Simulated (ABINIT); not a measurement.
Runs of ABINIT 10.8.3 (patched build) on Sn. Symmetry: Im-3m, No. 229, cubic system. The conventional cell has a = 3.789 Å, b = 3.789 Å, c = 3.789 Å, α = 90.00°, β = 90.00°, γ = 90.00°. Sn (site symmetry m-3m) has 8 Sn at 3.28 Å as nearest neighbours. This isn't the form of Sn at room conditions, which is tetragonal (white tin).

| task | level | potentials or basis | cell | cutoff (eV) | fine-grid cutoff | gap on the mesh (eV) | pressure (GPa) | V0 of scaled cells (Å³/atom) | B0 (GPa) |
| --- | --- | --- | --- | --- | --- | --- | --- | --- | --- |
| single point | PBE | JTH PAW PBE v2.0 | as given | 599 | 1197.3 eV | none | (b) | - | - |
| equation of state | PBEsol | JTH PAW PBE v2.0 | as given | 599 | 1197.3 eV | - | - | (a) | 54 |
| equation of state | r2SCAN | JTH PAW PBE v2.0 | as given | 707 | 1306.15 eV | - | - | 26.84 | 51 |
| single point | PBE | JTH PAW PBE v2.0 | cell strained at random at fixed volume | 599 | 1197.3 eV | none | 0.7 | - | - |

Alike in all rows: no spin polarisation; k mesh 10 × 10 × 10; smearing fermi-dirac 0.05 eV.

Question: Estimate the missing entries.

Answer: (a) 26.04; (b) 0.6.

Caveats: pressures at fixed basis lie under the slope of the energies (some runs); the PAW data sets were made with another functional, which shifts forces and pressure a little (some runs).

A k mesh can miss the band edges, and the runs leave out spin-orbit coupling on Sn.

A gap of «none» marks a metal or a gap under the smearing width.
